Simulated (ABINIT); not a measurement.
Crystal: SrO.

```
Sr O
1.0
     0.00000    2.56630    2.56630
     2.56630    0.00000    2.56630
     2.56630    2.56630    0.00000
Sr O
1 1
Direct
  0.50000 0.50000 0.50000
  0.00000 0.00000 0.00000
```

Base run:

| Quantity | Value |
| --- | --- |
| Program | ABINIT 10.8.3 (patched build) |
| Functional | PBE0 |
| Potentials or basis | SPMS NC PBE v1.0 |
| Cutoff | 952 eV |
| k mesh | 6 × 6 × 6 |
| Occupations | fermi-dirac, width 0.05 eV |
| Spin | no spin polarisation |

Its results: band gap on the k mesh 6.47 eV, indirect (least direct gap 6.57 eV).

The run is repeated on the same cell with these changes: share of exact exchange from 0.35 to 0.05. What comes out?

Band gap on the k mesh 3.76 eV, indirect (least direct gap 3.84 eV).

Caveats: exact exchange is summed on a coarse mesh, which widens gaps by tenths of an eV.

A k mesh can miss the band edges.
